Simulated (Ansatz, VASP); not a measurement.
# Two plane-wave programs on Ca

File INCAR:

```
PREC = Accurate
ENCUT = 520
EDIFF = 1E-6
ISMEAR = -1
SIGMA = 0.1
LREAL = False
LASPH = True
NELM = 100
ALGO = Normal
ISIF = 2
LWAVE = False
LCHARG = False
GGA = RE
NBANDS = 17
```

KPOINTS

```
Automatic mesh
0
Gamma
  7 7 7
```

The input POSCAR:

```
Ca
1.0
    0.0000000000      4.2485708655      4.2485708655
    4.2485708655      0.0000000000      4.2485708655
    4.2485708655      4.2485708655      0.0000000000
Ca
2
Direct
    0.1250000000      0.1250000000      0.1250000000
    0.8750000000      0.8750000000      0.8750000000
```

Input for Ansatz:

```yaml
crystal:
  lattice:
    - [0.0, 4.2485708655, 4.2485708655]
    - [4.2485708655, 0.0, 4.2485708655]
    - [4.2485708655, 4.2485708655, 0.0]
  atoms:
    - { symbol: Ca, position: [0.125, 0.125, 0.125] }
    - { symbol: Ca, position: [0.875, 0.875, 0.875] }
hamiltonian:
  xc: revpbe
  pseudopotentials:
    kind: paw
    azcp:
      Ca: "pseudopotentials/Ca.paw.azcp"
basis:
  ecutwfc: 420
  fft_grid_basis: typed
kpoints:
  mp_grid: { grid: [7, 7, 7], shift: [0, 0, 0] }
magnetization:
  spin_polarized: false
scf:
  occupations: { method: fermi_dirac, width: 0.1 }
  lower_state_search: "off"
output:
  stress: true
  write_density: true
  write_potential: true
  elf: true
  volumetric_format: npy
```

Alike in both runs: task single point; functional revPBE; k mesh 7 × 7 × 7; occupations fermi-dirac, width 0.1 eV; no spin polarisation.

```csv
,VASP,Ansatz
version,VASP 6.6.1,Ansatz 0.2.0
potentials or method,"VASP PAW PBE potentials, release 64 (Ca_sv)","plane waves (420 eV) with PAW, scalar-relativistic"
plane-wave cutoff (eV),520,420
valence electrons in the cell,20,20
```

```tsv
	VASP	Ansatz	Ansatz less VASP
pressure (GPa)	0.4	0.4	+0.01
```

Caveats: the PAW data sets were made with another functional, which shifts forces and pressure a little (VASP).
